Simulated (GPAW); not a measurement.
The system is PbS (Galena).

```xyz
2
Lattice="0.0000 2.9657 2.9657 2.9657 0.0000 2.9657 2.9657 2.9657 0.0000" Properties=species:S:1:pos:R:3 pbc="T T T"
Pb    0.0000    0.0000    0.0000
S     2.9657    2.9657    2.9657
```

Base run:

- Program: GPAW 26.7.0
- Functional: TB-mBJ
- Potentials or basis: GPAW PAW data sets for LDA (gpaw-data 1.2.1)
- Cutoff: 600 eV
- Basis: pw
- k mesh: 6 × 6 × 6
- Occupations: fermi-dirac, width 0.05 eV
- Spin: no spin polarisation

Its results: band gap on the k mesh 0.97 eV, direct.

**Question.** The run is repeated on the same cell with these changes: functional from TB-mBJ to LDA; potentials or basis from GPAW PAW data sets for LDA (gpaw-data 1.2.1) to the program's PAW data sets (release 1.2.1) made for this functional; cutoff from 600 eV to 500 eV. What comes out?

**Answer.** Band gap on the k mesh 0.19 eV, direct.

Caveats: spin-orbit coupling is left out, which as a rule narrows the gap of such compounds by several tenths of an eV; a model potential gives levels but no total energy (some runs).

A k mesh can miss the band edges.
